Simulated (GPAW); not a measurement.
# free-standing triangular Os monolayer, spacing 2.74 A: cost and accuracy of the k mesh, part 2 of 2

Aim: see how far moments and order energies of free-standing triangular Os monolayer, spacing 2.74 A move with the k mesh, and what each rung costs.

GPAW 26.7.0; PBE; plane waves with GPAW's PAW setups, scalar-relativistic.

So far, largest spin moment in the augmentation sphere (μB): step 2 (rung 1 (mesh 4×4×1), start ferro +) 0.622; step 5 (rung 2 (mesh 6×3×1), start antiferro q=(0,1/2,0) +-) 0.912; step 6 (rung 3 (mesh 8×8×1), start ferro +) 1.21; step 7 (rung 3 (mesh 8×4×1), start antiferro q=(0,1/2,0) +-) 0.680; step 8 (rung 4 (mesh 10×10×1), start ferro +) 0.752.

### Step 9. Rung 4 (mesh 10×5×1), start antiferro q=(0,1/2,0) +-

File order2.py:

```python
import json
import numpy as np
from ase import Atoms
from ase.parallel import paropen, parprint
from gpaw import GPAW

atoms = Atoms(['Os', 'Os'],
    cell=[[2.74, 0.0, 0.0],
         [-2.74, 4.74582, 0.0],
         [0.0, 0.0, 14.0]],
    scaled_positions=[[0.0, 0.0, 0.5],
         [0.0, 0.5, 0.5]],
    pbc=True,
    magmoms=[1.0, -1.0])
atoms.calc = GPAW(mode={'name': 'pw', 'ecut': 550},
    xc='PBE',
    kpts={'size': (10, 5, 1), 'gamma': True},
    occupations={'name': 'fermi-dirac', 'width': 0.05},
    convergence={'density': 1e-05, 'energy': 1e-05},
    maxiter=200,
    symmetry={'tolerance': 1e-4},
    txt='order2.txt')
e = atoms.get_potential_energy(force_consistent=True)
res = {'free_energy': e, 'energy_sigma0': atoms.get_potential_energy(), 'fermi_energy': atoms.calc.get_fermi_level()}
res['moments'] = atoms.get_magnetic_moments().tolist()
res['total'] = atoms.get_magnetic_moment()
parprint('site moments (muB):', np.round(res['moments'], 3))
parprint(f"total moment: {res['total']:.3f} muB")
parprint(f'free energy: {e:.6f} eV')
atoms.calc.write('order2.gpw')
with paropen('results.json', 'w') as f:
    json.dump(res, f)
```

Launch:

```
$ OMP_NUM_THREADS=1 python3 order2.py > order2.log
```

Output:

```text
site moments (muB): [ 0.665 -0.665]
total moment: -0.000 muB
free energy: -16.691944 eV

--- order2.txt ---
Input parameters:
  mode=PW(ecut=550),
  convergence={'density': 1e-05, 'energy': 1e-05},
  kpts=MonkhorstPack(size=(10, 5, 1), gamma=True),
  maxiter=200,
  occupations=Occupations(name='fermi-dirac', width=0.05),
  symmetry=Symmetry(tolerance=0.0001),
  xc=XC(name='PBE')

Diagonalizing LCAO Hamiltonian
[...]
|          7 |        -7.581 |     1.000 |        -7.581 |     1.000 |
|          8 |        -5.584 |     1.000 |        -5.584 |     1.000 |
[...]
|         17 |         0.032 |     0.000 |         0.032 |     0.000 |
|         18 |         0.601 |     0.000 |         0.601 |     0.000 |
|         19 |         2.911 |     0.000 |         2.911 |     0.000 |
|         20 |         3.799 |     0.000 |         3.799 |     0.000 |

No gap
No difference between direct/indirect transitions


[key lines of the parts left out:]
Free energy:     -16.691944
Converged in 15 steps
dipole moment: (-9.762639, -16.909390, -0.000008)  # |e|*Ang
Fermi level: -2.473
```

Run time: 81 s. Hardware: 1 MPI rank of Intel Xeon Platinum 8488C (Sapphire Rapids), shared host; peak memory 0.33 GiB.

Read from the output:

| Quantity | Value |
| --- | --- |
| magnetization | 0 μB |
| final state | antiferromagnetic |
| largest moment | 0.6651 μB |

This start lies +46.3 meV a seeded atom from the first, a change of -26.4 meV since rung 3; its largest moment is 0.665 μB.

### Step 10. Rung 5 (mesh 16×16×1), start ferro +

File order1.py:

```python
import json
import numpy as np
from ase import Atoms
from ase.parallel import paropen, parprint
from gpaw import GPAW

atoms = Atoms(['Os'],
    cell=[[2.74, 0.0, 0.0],
         [-1.37, 2.37291, 0.0],
         [0.0, 0.0, 14.0]],
    scaled_positions=[[0.0, 0.0, 0.5]],
    pbc=True,
    magmoms=[1.0])
atoms.calc = GPAW(mode={'name': 'pw', 'ecut': 550},
    xc='PBE',
    kpts={'size': (16, 16, 1), 'gamma': True},
    occupations={'name': 'fermi-dirac', 'width': 0.05},
    convergence={'density': 1e-05, 'energy': 1e-05},
    maxiter=200,
    symmetry={'tolerance': 1e-4},
    txt='order1.txt')
e = atoms.get_potential_energy(force_consistent=True)
res = {'free_energy': e, 'energy_sigma0': atoms.get_potential_energy(), 'fermi_energy': atoms.calc.get_fermi_level()}
res['moments'] = atoms.get_magnetic_moments().tolist()
res['total'] = atoms.get_magnetic_moment()
parprint('site moments (muB):', np.round(res['moments'], 3))
parprint(f"total moment: {res['total']:.3f} muB")
parprint(f'free energy: {e:.6f} eV')
atoms.calc.write('order1.gpw')
with paropen('results.json', 'w') as f:
    json.dump(res, f)
```

Launch:

```
$ OMP_NUM_THREADS=1 python3 order1.py > order1.log
```

Output:

```text
site moments (muB): [0.798]
total moment: 0.962 muB
free energy: -8.347898 eV

--- order1.txt ---
Input parameters:
  mode=PW(ecut=550),
  convergence={'density': 1e-05, 'energy': 1e-05},
  kpts=MonkhorstPack(size=(16, 16, 1), gamma=True),
  maxiter=200,
  occupations=Occupations(name='fermi-dirac', width=0.05),
  symmetry=Symmetry(tolerance=0.0001),
  xc=XC(name='PBE')

Diagonalizing LCAO Hamiltonian
[...]
|          3 |        -9.479 |     1.000 |        -9.296 |     1.000 |
|          4 |        -4.913 |     1.000 |        -3.907 |     1.000 |
[...]
|          8 |        -1.486 |     0.000 |        -0.848 |     0.000 |
|          9 |        -1.486 |     0.000 |        -0.848 |     0.000 |
|         10 |         2.880 |     0.000 |         2.932 |     0.000 |
|         11 |         3.790 |     0.000 |         3.805 |     0.000 |

No gap
No difference between direct/indirect transitions


[key lines of the parts left out:]
Free energy:      -8.347898
Converged in 13 steps
dipole moment: (-4.879840, -8.452132, -0.000005)  # |e|*Ang
Fermi level: -2.446
```

The job ended after 22 s (1 MPI rank; peak memory 0.21 GiB).

Numbers from this step:

* magnetization: 0.9622 μB
* final state: ferromagnetic
* largest moment: 0.7979 μB

The largest moment moves by +0.05 μB from rung 4, at 1.8 times its CPU time.

### Step 11. Rung 5 (mesh 16×8×1), start antiferro q=(0,1/2,0) +-

order2.py is the script of step 9 with these lines changed:

```diff
@@ -16,3 +16,3 @@
     xc='PBE',
-    kpts={'size': (10, 5, 1), 'gamma': True},
+    kpts={'size': (16, 8, 1), 'gamma': True},
     occupations={'name': 'fermi-dirac', 'width': 0.05},
```

Launch:

```
$ OMP_NUM_THREADS=1 python3 order2.py > order2.log
```

Output:

```text
site moments (muB): [ 0.57 -0.57]
total moment: -0.000 muB
free energy: -16.608823 eV

--- order2.txt ---
Input parameters:
  mode=PW(ecut=550),
  convergence={'density': 1e-05, 'energy': 1e-05},
  kpts=MonkhorstPack(size=(16, 8, 1), gamma=True),
  maxiter=200,
  occupations=Occupations(name='fermi-dirac', width=0.05),
  symmetry=Symmetry(tolerance=0.0001),
  xc=XC(name='PBE')

Diagonalizing LCAO Hamiltonian
[...]
|          7 |        -7.615 |     1.000 |        -7.615 |     1.000 |
|          8 |        -5.590 |     1.000 |        -5.590 |     1.000 |
[...]
|         17 |         0.008 |     0.000 |         0.008 |     0.000 |
|         18 |         0.562 |     0.000 |         0.562 |     0.000 |
|         19 |         2.918 |     0.000 |         2.918 |     0.000 |
|         20 |         3.806 |     0.000 |         3.806 |     0.000 |

No gap
No difference between direct/indirect transitions


[key lines of the parts left out:]
Free energy:     -16.608823
Converged in 16 steps
dipole moment: (-9.761995, -16.908277, -0.000008)  # |e|*Ang
Fermi level: -2.485
```

Wall time 3.3 min (1 MPI rank); peak memory 0.52 GiB.

Numbers from this step:

| Quantity | Value |
| --- | --- |
| magnetization | 0 μB |
| final state | antiferromagnetic |
| largest moment | 0.5702 μB |

This start lies +43.5 meV a seeded atom from the first, a change of -2.8 meV since rung 4; its largest moment is 0.570 μB.

### Step 12. The rungs together

Ladder, by row:

```
rung     mesh  state from the first start  state from the second start  second less first (meV a seeded atom)  moment, first (μB)  moment, second (μB)  CPU time (s)
   1    4x4x1               ferromagnetic            antiferromagnetic                                   72.1              0.6225                0.489         37.78
   2    6x6x1               ferromagnetic            antiferromagnetic                                  12.65               0.781               0.9122         46.41
   3    8x8x1               ferromagnetic            antiferromagnetic                                  72.68               1.215               0.6802         70.34
   4  10x10x1               ferromagnetic            antiferromagnetic                                  46.28              0.7516               0.6651         93.78
   5  16x16x1               ferromagnetic            antiferromagnetic                                  43.49              0.7979               0.5702         222.5
```

### Step 13. What came out

| Quantity | Value |
| --- | --- |
| range of the moment in the table, first start | 0.622 to 1.21 μB |
| range of CPU time | 38 s to 3.7 min |
| range of the energy difference | 12.6 to 72.7 meV a seeded atom |

Only the last rung can serve as the reference, and the rung before it is still 2.8 meV away, so convergence is not shown. The first start ends lower on every rung of the table; whether functional and cell give the true order is another question.

[Logs and program files are shortened in this print: banners, set-up blocks, solver, clock and traceback lines can be left out without a mark of their own.]

[Logs are printed without paths, hosts, clocks, repeated set-up lines and the standing remarks that a program may print on its own settings, such as how far it seeks lower states.]

[Hosts, paths, dates, database ids (printed as entryN), source tags and the programs' standing remarks are cut or masked in the printed files.]

[Where a cell is said to come from a database of computed structures, the database is the Materials Project.]
